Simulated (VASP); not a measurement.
Input of a VASP 6.6.1 run:

The input POSCAR:

```
PbO
1.0
    3.9900000000      0.0000000000      0.0000000000
    0.0000000000      3.9900000000      0.0000000000
    0.0000000000      0.0000000000      5.0100000000
Pb O
2 2
Direct
    0.5000000000      0.0000000000      0.7600000000
    0.0000000000      0.5000000000      0.2400000000
    0.5000000000      0.5000000000      0.0000000000
    0.0000000000      0.0000000000      0.0000000000
```

The input INCAR.step1:

```
ALGO = Normal
EDIFF = 1E-5
ENCUT = 520
GGA = PE
ISIF = 2
ISMEAR = -1
LASPH = True
LREAL = False
LWAVE = True
NBANDS = 28
NELM = 80
PREC = Accurate
SIGMA = 0.05
```

The input INCAR.step2:

```
AEXX = 0.2
ALGO = Normal
EDIFF = 1E-7
ENCUT = 520
GGA = PE
HFSCREEN = 0.2
ISIF = 2
ISMEAR = -1
ISTART = 1
LASPH = True
LCHARG = False
LHFCALC = True
LREAL = False
LWAVE = False
NBANDS = 28
NELM = 80
PREC = Accurate
PRECFOCK = Fast
SIGMA = 0.05
```

KPOINTS

```
k-points
0
Gamma
  4 4 3
```

Potentials or basis: VASP PAW PBE potentials, release 64 (Pb_d, O).

Run with:

```console
$ cat potpaw_PBE.64/Pb_d/POTCAR potpaw_PBE.64/O/POTCAR > POTCAR
$ cp INCAR.step1 INCAR
$ mpirun -np 1 vasp_std > vasp.out
$ cp INCAR.step2 INCAR
$ mpirun -np 1 vasp_std > vasp.out
```

Q: Predict the band gap on the k mesh.

A: 1.69 eV, indirect (least direct gap 3.00 eV).

Q: Estimate the pressure.

A: 0.1 GPa.

Q: Predict the largest force.

A: 0.472 eV/Å.

Stress tensor (GPa, compression positive):
```
 0.19  0.00  0.00
 0.00  0.19  0.00
 0.00  0.00 -0.20
```

Caveat: the PAW data sets were made with another functional, which shifts forces and pressure a little; spin-orbit coupling is left out, which as a rule narrows the gap of such compounds by several tenths of an eV; an odd mesh through Γ misses points on the zone boundary, where band edges often lie.
